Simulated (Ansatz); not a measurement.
A run of Ansatz 0.2.0 is set up as follows.

Contents of input.yaml:

```yaml
crystal:
  lattice:
    - [2.78306079, 0.0, 0.0]
    - [-1.39153039, 2.41020134, 0.0]
    - [0.0, 0.0, 2.71612944]
  atoms:
    - { symbol: Ni, position: [0.0, 0.0, 0.0], spin: 2.5 }
    - { symbol: O, position: [0.6666666667, 0.3333333333, 0.5] }
hamiltonian:
  xc: pbe
  pseudopotentials: { kind: paw }
magnetization:
  spin_polarized: true
kpoints:
  mp_grid: { grid: [11, 11, 10] }
scf:
  occupations: { method: fermi_dirac, width: 0.05 }
output:
  forces: true
  stress: true
  eigenvalues: true
```

Potentials or basis: Ansatz PAW.

The run is started by

```bash
$ ansatz run input.yaml --threads 2 --pin off --max-ram 5120MiB --backend cpu --events-out ev --progress --plain --runs-dir out
```

Q: Estimate the pressure.

A: 5.1 GPa.

Q: Estimate the net moment.

A: 1.88 μB per cell.

Q: What does it give for the site moments?

A: Ni +1.42; O +0.43 μB.

Stress tensor (GPa, compression positive):
```
6.26 0.00 0.00
0.00 6.26 0.00
0.00 0.00 2.90
```

Caveat: the pressure holds a Pulay correction of +0.7 GPa for the finite cutoff; a cell with one magnetic atom can't hold antiferromagnetic order, which such compounds often take; semilocal functionals often make such compounds metallic where correlation or magnetic order opens a gap, which also shifts bond lengths.
